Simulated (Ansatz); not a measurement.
The system is TiTe2.

```xyz
3
Lattice="3.7770 0.0000 0.0000 -1.8885 3.2710 0.0000 0.0000 0.0000 6.4980" Properties=species:S:1:pos:R:3 pbc="T T T"
Te    0.0000    2.1807    4.7903
Te    1.8885    1.0903    1.7077
Ti    0.0000    0.0000    0.0000
```

| Quantity | Value |
| --- | --- |
| Program | Ansatz 0.2.0 |
| Task | relaxation of cell and atoms |
| Functional | RPBE |
| Dispersion | D4 |
| Potentials or basis | Ansatz PAW |
| Cutoff | 420 eV (not typed: the program's choice for these potentials) |
| k mesh | 8 × 8 × 4 |
| Occupations | fermi-dirac, width 0.05 eV |
| Spin | no spin polarisation |

At the start: volume 26.76 Å³/atom.

Task: Where does the relaxation end?

Result: It ends after 5 steps and the volume is 25.15 Å³/atom (-6.0 %); space group P-3m1 (No. 164, to 0.05 Å).

The path:
```tsv
step	energy change (eV)	largest force (eV/Å)	volume (Å³)
1	0.0000	0.0603	80.28
2	-0.0269	0.3010	75.78
3	-0.0368	0.0559	75.61
4	-0.0372	0.0009	75.45
5	-0.0364	0.0008	75.45
```

Final structure:
```
CELL_PARAMETERS angstrom
3.70636 0.00000 0.00000
-1.85318 3.20980 0.00000
0.00000 0.00000 6.34239
ATOMIC_POSITIONS crystal
Te 0.33333 0.66667 0.72786
Te 0.66667 0.33333 0.27214
Ti 0.00000 0.00000 0.00000
```

Caveat: the plane-wave basis is chosen anew once the cell has moved, so the energies of steps on either side of that aren't comparable; the PAW data sets come from PBE, with cores solved anew for the run's functional, which leaves a small shift of forces and pressure.
